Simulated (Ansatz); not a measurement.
ZrO2:
```xyz
6
Lattice="3.6011 0.0000 0.0000 0.0000 3.6011 0.0000 0.0000 0.0000 5.2300" Properties=species:S:1:pos:R:3 pbc="T T T"
Zr     0.0000     0.0000     0.0000
Zr     1.8005     1.8005     2.6150
O      0.0000     1.8005     1.5880
O      0.0000     1.8005     4.2030
O      1.8005     0.0000     1.0270
O      1.8005     0.0000     3.6420
```

Relaxed with r²SCAN. Special points in fractions of this cell's reciprocal vectors: Γ (0.000, 0.000, 0.000); X (0.000, 0.500, 0.000); M (0.500, 0.500, 0.000); Z (0.000, 0.000, 0.500); R (0.000, 0.500, 0.500); A (0.500, 0.500, 0.500).

Q: List the band energies nearest the valence-band maximum at these points for the program Ansatz at the r²SCAN level (PAW).

A: In eV from the valence-band maximum; about four levels below and three above (degenerate sets whole), none deeper than 8.9 eV; points with the same levels are listed once.

```csv
k,below,above
Γ,-0.73 -0.16 -0.11 -0.11,4.60 5.11 5.78
X,-1.44 -1.44 -0.12 -0.12,4.97 4.97 5.93 5.93
M,-0.81 -0.81 -0.44 -0.44,5.66 5.66 6.01 6.01
Z,-0.57 -0.57 -0.03 -0.03,5.14 5.14 5.77 5.77
R,-1.32 -1.32 -0.85 -0.85,5.08 5.08 5.41 5.41
A,-1.49 -1.49 -0.09 -0.09,5.68 5.68 6.23 6.23
```

Space group P4_2/nmc. This is a known high-temperature phase of the composition, computed here at zero pressure and temperature. The cell was relaxed with r²SCAN under the symmetry of its start; whether a distortion lowers the energy is not shown. The run is not spin-polarised. Spin–orbit coupling is left out wherever it is not named.

Potentials: the earlier of the program's two PAW sets.
